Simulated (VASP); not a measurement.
## A VASP 6.6.1 single-point calculation on SiC

INCAR

```
SIGMA = 0.02
NBANDS = 11
PREC = Accurate
ISMEAR = -1
NELM = 120
ISIF = 2
LREAL = .TRUE.
LASPH = .TRUE.
EDIFF = 1E-7
NSW = 0
LCHARG = .FALSE.
ENCUT = 350
IBRION = -1
LWAVE = .FALSE.
GGA = PE
```

KPOINTS

```
KPOINTS created by Atomic Simulation Environment
0
Gamma
10 10 10
0 0 0
```

POSCAR

```
Si C
 1.0000000000000000
    -0.0544513087000000    2.1236010390000000    2.1236010390000000
     2.1236010390000000   -0.0544513087000000    2.1236010390000000
     2.1236010390000000    2.1236010390000000   -0.0544513087000000
 Si  C
   1   1
Cartesian
 -0.0062170117911017 -0.0062170117911017 -0.0062170117911017
  1.0544047041161020  1.0544047041161020  1.0544047041161020
```

The recommended PBE PAW datasets give the neutral cell 8 valence electrons.

Command

```
mpirun -np 1 vasp_std
```

OSZICAR

```
N       E                     dE             d eps       ncg     rms          rms(c)
DAV:   1    -0.555375877055E+00   -0.55538E+00   -0.32439E+03  2702   0.444E+02
DAV:   2    -0.165566503862E+02   -0.16001E+02   -0.15355E+02  3236   0.931E+01
DAV:   3    -0.169626570567E+02   -0.40601E+00   -0.40546E+00  3099   0.125E+01
DAV:   4    -0.169638492792E+02   -0.11922E-02   -0.11922E-02  2917   0.850E-01
DAV:   5    -0.169638538847E+02   -0.46054E-05   -0.46057E-05  3099   0.486E-02    0.908E+00
DAV:   6    -0.151162704142E+02    0.18476E+01   -0.62074E+00  2867   0.112E+01    0.396E+00
DAV:   7    -0.150479937114E+02    0.68277E-01   -0.44610E-01  3105   0.371E+00    0.169E+00
DAV:   8    -0.150399654277E+02    0.80283E-02   -0.20922E-02  2873   0.943E-01    0.173E-01
DAV:   9    -0.150400827803E+02   -0.11735E-03   -0.16079E-03  3160   0.234E-01    0.109E-01
DAV:  10    -0.150401730083E+02   -0.90228E-04   -0.19656E-04  2828   0.872E-02    0.282E-02
DAV:  11    -0.150401770116E+02   -0.40033E-05   -0.30230E-05  3041   0.305E-02    0.740E-03
DAV:  12    -0.150401771193E+02   -0.10773E-06   -0.14846E-06  2963   0.742E-03    0.137E-03
DAV:  13    -0.150401771817E+02   -0.62339E-07   -0.14116E-07  2869   0.254E-03
   1 F= -.15040177E+02 E0= -.15040177E+02  d E =-.141238E-12
```

Standard output (part)

```
POSCAR found type information on POSCAR SiC
 POSCAR found :  2 types and       2 ions
|     You have a (more or less) 'small supercell' and for smaller cells       |
|     it is recommended to use the reciprocal-space projection scheme!        |
|     The real-space optimization is not efficient for small cells and it     |
|     is also less accurate ...                                               |
|     Therefore, set LREAL=.FALSE. in the INCAR file.                         |
|     The real-space projection scheme for the treatment of the non-local     |
|     real-space optimization of all non-local projectors! BE WARNED that     |
|     a calculation using the real-space projection scheme together with      |
|     non-local projectors which were not real-space optimized (according     |
|     to the plane-wave cutoff used in this calculation) might give more      |
|     or less inaccurate results. I hope you know what you are doing.         |
 LDA part: xc-table for (Slater+PW92), standard interpolation
 POSCAR, INCAR and KPOINTS ok, starting setup
 WAVECAR not read
 entering main loop
```

From OUTCAR

```
k-points           NKPTS =    116   k-points in BZ     NKDIM =    116   number of bands    NBANDS=     11

   NELECT =       8.0000    total number of electrons

   dimension x,y,z NGX =    18 NGY =   18 NGZ =   18
   dimension x,y,z NGXF=    36 NGYF=   36 NGZF=   36

  energy-cutoff  :      350.00
  volume of cell :       19.89
      direct lattice vectors                 reciprocal lattice vectors
    -0.054451309  2.123601039  2.123601039    -0.226581558  0.232544230  0.232544230
     2.123601039 -0.054451309  2.123601039     0.232544230 -0.226581558  0.232544230
     2.123601039  2.123601039 -0.054451309     0.232544230  0.232544230 -0.226581558

 k-points in reciprocal lattice and weights: KPOINTS created by Atomic Simulation Env
   0.00000000  0.00000000  0.00000000       0.001
   0.10000000 -0.00000000 -0.00000000       0.006
   0.20000000 -0.00000000 -0.00000000       0.006
   0.30000000  0.00000000  0.00000000       0.006
   0.40000000 -0.00000000 -0.00000000       0.006
   0.50000000  0.00000000 -0.00000000       0.003
   0.10000000  0.10000000 -0.00000000       0.006
   0.20000000  0.10000000 -0.00000000       0.012
   ...

 E-fermi :   9.2902

 k-point     1 :       0.0000    0.0000    0.0000
  band No.  band energies     occupation
      1      -7.1844      2.00000
      2       8.4305      2.00000
      3       8.4305      2.00000
      4       8.8370      2.00000
      5      14.9297      0.00000
      6      15.8756      0.00000
      7      15.8756      0.00000
      8      17.0174      0.00000
      9      23.3225      0.00000
     10      23.3225      0.00000
     11      25.6494      0.00000

 k-point     2 :       0.1000   -0.0000   -0.0000
  band No.  band energies     occupation
      1      -6.9867      2.00000
      2       7.4289      2.00000
      3       8.3145      2.00000
      4       8.6623      2.00000
      5      15.2830      0.00000
      6      16.1322      0.00000
      7      16.1931      0.00000
      8      17.1794      0.00000
      9      22.2784      0.00000
     10      22.4879      0.00000
     11      25.2644      0.00000

 k-point     3 :       0.2000   -0.0000   -0.0000
  band No.  band energies     occupation
      1      -6.4023      2.00000
      2       5.2598      2.00000
      3       8.0438      2.00000
      4       8.3397      2.00000
      5      15.1538      0.00000
      6      16.5457      0.00000
      7      16.9556      0.00000
      8      17.8348      0.00000
      9      21.4581      0.00000
     10      22.0139      0.00000
     11      24.3830      0.00000

 k-point     4 :       0.3000    0.0000    0.0000
  band No.  band energies     occupation
      1      -5.4668      2.00000
      2       2.9030      2.00000
      3       7.7645      2.00000
      4       8.0080      2.00000
      5      14.8165      0.00000
      6      16.4481      0.00000
      7      16.8476      0.00000
      8      18.6637      0.00000
      9      22.1550      0.00000
     10      22.9717      0.00000
     11      24.2324      0.00000

 k-point     5 :       0.4000   -0.0000   -0.0000
  band No.  band energies     occupation
      1      -4.3082      2.00000
      2       0.8144      2.00000
      3       7.5731      2.00000
      4       7.7782      2.00000
      5      14.5745      0.00000
      6      16.0631      0.00000
      7      16.4589      0.00000
      8      18.9483      0.00000
      9      24.0456      0.00000
     10      24.4903      0.00000
     11      25.3875      0.00000

 ...

  Total        0.5031510      0.5031510      0.5031510      0.9588327      0.9588327      0.9588327
  in kB       40.5296841     40.5296841     40.5296841     77.2356372     77.2356372     77.2356372
  external PRESSURE =      40.5296841 kB  Pullay stress =       0.0000000 kB

 POSITION                                       TOTAL-FORCE (eV/Angst)
 -----------------------------------------------------------------------------------
      4.18653      4.18653      4.18653         0.225465      0.225465      0.225465
      1.05440      1.05440      1.05440        -0.225465     -0.225465     -0.225465
 -----------------------------------------------------------------------------------
    total drift:                               -0.496075     -0.496075     -0.496075

  FREE ENERGIE OF THE ION-ELECTRON SYSTEM (eV)
  ---------------------------------------------------
  free  energy   TOTEN  =       -15.0401771817 eV

  energy  without entropy=      -15.0401771817  energy(sigma->0) =      -15.04017718
```

It converged. Results: gap between bands v and c on the k mesh 1.00 eV; least direct gap on the k mesh 4.29 eV; pressure 4.1 GPa; largest force 0.39 eV/Å. Band v is the last that the valence electrons fill when counted band by band, and c is the next.

These settings aren't sound, so the numbers aren't properties of the crystal.

On sound settings PBE gives a gap of 1.02 eV on its mesh and a pressure of 12.9 GPa for the intended cell.

The run took about 8 s on one core of a shared host (Intel Xeon 6975P-C) and held 0.12 GiB at most.
